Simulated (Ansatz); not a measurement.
**ZnS, one cell by several methods**

```
Zn S
1.0
     3.81100    0.00000    0.00000
    -1.90550    3.30042    0.00000
     0.00000    0.00000    6.23400
Zn S
2 2
Direct
  0.33333 0.66667 0.00000
  0.66667 0.33333 0.50000
  0.33333 0.66667 0.38500
  0.66667 0.33333 0.88500
```

Atom numbers follow the list: Zn1, Zn2, S3, S4.

The cell is COD entry 9008878, as deposited and not checked against the literature; nothing was relaxed. It differs from other determinations.

Methods: DFT, PBEsol, PAW with Ansatz's default frozen-core files, scalar-relativistic (Ansatz 0.2.0); DFT, PBEsol, all-electron PAW with datasets made for the crystal, scalar-relativistic (Ansatz 0.2.0); DFT, PBEsol, all-electron LAPW, scalar-relativistic (Ansatz 0.2.0).

For PAW: a Γ-centred 8×8×5 k mesh, Fermi–Dirac smearing of 0.03 eV, cutoff 420 eV, no spin polarisation; the PAW files were made with PBE, and the program remakes their frozen cores for this functional. The crystal-made all-electron datasets (AE datasets) take a cutoff of 300 eV at this cell. LAPW targets a basis error of 1 meV/atom. The Ansatz runs share mesh, smearing and spin set-up. Plane-wave (PAW) pressures include the program's estimate of the Pulay term.

Stress and pressure are positive in compression.

Levels count from the top of the valence band.

| quantity | PAW | AE datasets | LAPW |
| --- | --- | --- | --- |
| pressure (GPa) | -1.29 | -1.28 | -1.28 |
| stress xx (GPa) | -0.68 | -0.68 | -0.67 |
| stress zz (GPa) | -2.51 | -2.50 | -2.50 |
| force on Zn1, z (eV/Å) | 0.306 | 0.306 | 0.306 |
| force on S3, z (eV/Å) | -0.306 | -0.306 | -0.306 |
| band gap (eV) | 2.110 | 2.113 | 2.113 |
| highest filled level at L (eV) | -1.551 | -1.550 | -1.550 |
| lowest empty level at L (eV) | 3.475 | 3.477 | 3.477 |
| highest filled level at Γ (eV) | 0.000 | 0.000 | 0.000 |
| lowest empty level at Γ (eV) | 2.110 | 2.113 | 2.113 |
| highest filled level at M (eV) | -0.994 | -0.993 | -0.993 |
| lowest empty level at M (eV) | 3.478 | 3.480 | 3.480 |
